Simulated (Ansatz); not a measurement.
# Al3GaN4: the cost of one run

Program: Ansatz 0.2.0. Level of theory: DFT PBEsol, scalar-relativistic, plane waves, PAW. These are calculated values, not measurements.

1 further run of the same task is left out (set aside as unsound or not needed).

## Step 1: The system as given

It takes space group P-43m (No. 215, cubic). Conventional cell: a = 4.407 Å, b = 4.407 Å, c = 4.407 Å, α = 90.00°, β = 90.00°, γ = 90.00°. Al (site symmetry -42m) is surrounded by 4 N at 1.90 Å. Ga (site symmetry -43m) has 4 N at 1.95 Å as nearest neighbours. Around N (site symmetry 3m) lie 3 Al at 1.90 Å and 1 Ga at 1.95 Å.

Structure file:

```cif
data_structure
_symmetry_space_group_name_H-M 'P-43m'
_symmetry_Int_Tables_number 215
_cell_length_a 4.4070
_cell_length_b 4.4070
_cell_length_c 4.4070
_cell_angle_alpha 90.000
_cell_angle_beta 90.000
_cell_angle_gamma 90.000
_cell_volume 85.59
loop_
_atom_site_label
_atom_site_type_symbol
_atom_site_symmetry_multiplicity
_atom_site_Wyckoff_symbol
_atom_site_fract_x
_atom_site_fract_y
_atom_site_fract_z
_atom_site_occupancy
Al1 Al 3 c 0.50000 0.50000 0.00000 1
Ga1 Ga 1 a 0.00000 0.00000 0.00000 1
N1 N 4 e 0.74471 0.74471 0.25529 1
```

It goes back to an entry of the Materials Project, which need not be the stable form.

This cell was relaxed beforehand with the same method: volume 10.70 Å³/atom, gap on the mesh 3.32 eV.

## Step 2: Zero of energy

Reference values: F = -6840.5723 eV; pressure 0.03 GPa; largest force 0.000 eV/Å; gap on the mesh 3.32 eV. It was computed beforehand with the settings of the runs below.

## Step 3: Next: a strain scan

The cell is strained by ε times the Voigt pattern (0, 0, 0, 0, 1, 0) (xx, yy, zz, yz, xz, xy; engineering shear), with fractional coordinates fixed (clamped ions). The stress on the pattern is the sum of the stress components weighted by it, tension positive.

## Step 4: Point ε = -0.1000

input.yaml reads:

```yaml
crystal:
  lattice:
    - [4.406994839, 0.0, -0.220349742]
    - [0.0, 4.406994839, 0.0]
    - [-0.220349742, 0.0, 4.406994839]
  atoms:
    - { symbol: Al, position: [0.5, 0.5, 0.0] }
    - { symbol: Al, position: [0.5, 0.0, 0.5] }
    - { symbol: Al, position: [0.0, 0.5, 0.5] }
    - { symbol: Ga, position: [0.0, 0.0, 0.0] }
    - { symbol: "N", position: [0.7447077168, 0.7447077168, 0.2552922832] }
    - { symbol: "N", position: [0.7447077168, 0.2552922832, 0.7447077168] }
    - { symbol: "N", position: [0.2552922832, 0.7447077168, 0.7447077168] }
    - { symbol: "N", position: [0.2552922832, 0.2552922832, 0.2552922832] }
basis:
  ecutwfc: 420
kpoints:
  mp_grid: { grid: [6, 6, 6] }
hamiltonian:
  xc: pbesol
scf:
  occupations: { method: gaussian, width: 0.05 }
output:
  forces: true
  stress: true
  eigenvalues: true
```

Command:

```bash
$ ansatz run input.yaml --threads 2 --pin off --max-ram 5120MiB --backend cpu --events-out ev --progress --plain --runs-dir out
```

**Question.** How long does this run take on 2 threads of Intel Xeon Platinum 8375C at 2.90GHz (Ice Lake), shared host, and how much memory does it need?

About 9 s, with a peak of 0.45 GiB.
